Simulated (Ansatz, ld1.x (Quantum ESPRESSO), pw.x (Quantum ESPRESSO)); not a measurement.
pw.x on bcc Al: one setting changed

Potential: PAW, ld1.x (Quantum ESPRESSO) 7.5, PBE; core [Ne], reference 3s2 3p0.5; waves: 3s (bound): rcut 1.25, rcutus 1.65 bohr; 3s channel at 1.35 Ry: rcut 1.25, rcutus 1.65 bohr; 3p (bound): rcut 2.20, rcutus 2.90 bohr; 3p channel at -0.1 Ry: rcut 2.20, rcutus 2.90 bohr; 3d channel at 0.05 Ry: rcut 2.10, rcutus 2.70 bohr; local part: all-electron potential smoothed inside 2.50 bohr (lloc = -2); core correction: Bessel-smoothed model core inside 0.90 bohr; augmentation: PSQ, inside the norm-conserving radii.

The reference run (k-mesh 14³, cutoffs 40/320 Ry, Fermi–Dirac 0.01 Ry, mixing_beta 0.4, conv_thr 1e-9, no spin) gives 0.58 GPa at 16.945 Å³/atom, where all-electron LAPW gives 0.07 GPa. This run, with its own iteration cap, changes k-mesh points per axis to 4.

```
&control
  calculation='scf', prefix='x', pseudo_dir='./', outdir='./tmp', tstress=.true., disk_io='none'
/
&system
  ibrav=0, nat=1, ntyp=1, ecutwfc=40, ecutrho=320, nbnd=8,
  occupations='smearing', smearing='fd', degauss=0.01
/
&electrons
  conv_thr=1e-09, mixing_beta=0.4, electron_maxstep=50
/
ATOMIC_SPECIES
Al 1.0 Al.UPF
CELL_PARAMETERS angstrom
  -1.61805716 1.61805716 1.61805716
  1.61805716 -1.61805716 1.61805716
  1.61805716 1.61805716 -1.61805716
ATOMIC_POSITIONS crystal
Al 0.0000 0.0000 0.0000
K_POINTS automatic
4 4 4 0 0 0
```

```bash
pw.x < Al.scf.in > Al.scf.out
```

Task: How does the run end?

Result: It converges in 6 iterations; the free energy moves by +209.4 meV/atom and the pressure by -0.16 GPa.

```
Message from routine setup:
     using ibrav=0 with symmetry is DISCOURAGED, use correct ibrav instead
     lattice parameter (alat)  =       5.2961  a.u.
     unit-cell volume          =     114.3505 (a.u.)^3
     number of electrons       =         3.00
     number of Kohn-Sham states=            8
     kinetic-energy cutoff     =      40.0000  Ry
     charge density cutoff     =     320.0000  Ry
     scf convergence threshold =      1.0E-09
     Exchange-correlation= SLA  PW   PBX  PBC
     number of k points=     8  Fermi-Dirac smearing, width (Ry)=  0.0100
     iteration #  1     ecut=    40.00 Ry     beta= 0.40
     total energy              =     -39.48443288 Ry
     estimated scf accuracy    <       0.01446943 Ry
     iteration #  2     ecut=    40.00 Ry     beta= 0.40
     total energy              =     -39.48283385 Ry
     estimated scf accuracy    <       0.00477347 Ry
     iteration #  3     ecut=    40.00 Ry     beta= 0.40
     total energy              =     -39.48296803 Ry
     estimated scf accuracy    <       0.00000206 Ry
     iteration #  4     ecut=    40.00 Ry     beta= 0.40
     total energy              =     -39.48297033 Ry
     estimated scf accuracy    <       0.00000110 Ry
     iteration #  5     ecut=    40.00 Ry     beta= 0.40
     total energy              =     -39.48297037 Ry
     estimated scf accuracy    <       0.00000005 Ry
     iteration #  6     ecut=    40.00 Ry     beta= 0.40
     the Fermi energy is     8.2941 ev
!    total energy              =     -39.48297037 Ry
     estimated scf accuracy    <          1.4E-11 Ry
     smearing contrib. (-TS)   =      -0.00545483 Ry
     The total energy is F=E-TS. E is the sum of the following terms:
     one-electron contribution =       3.13501242 Ry
     hartree contribution      =       0.00345139 Ry
     xc contribution           =     -16.68923427 Ry
     ewald contribution        =      -5.35586600 Ry
     one-center paw contrib.   =     -20.57087908 Ry
     convergence has been achieved in   6 iterations
          total   stress  (Ry/bohr**3)                   (kbar)     P=        4.12
     Message from routine punch:
     Nothing written, as per user request (disk_io='none')
```

The run took about 2.4 s on one core of a shared host (Neoverse-V1, 32 threads, 247 GiB, load 25).
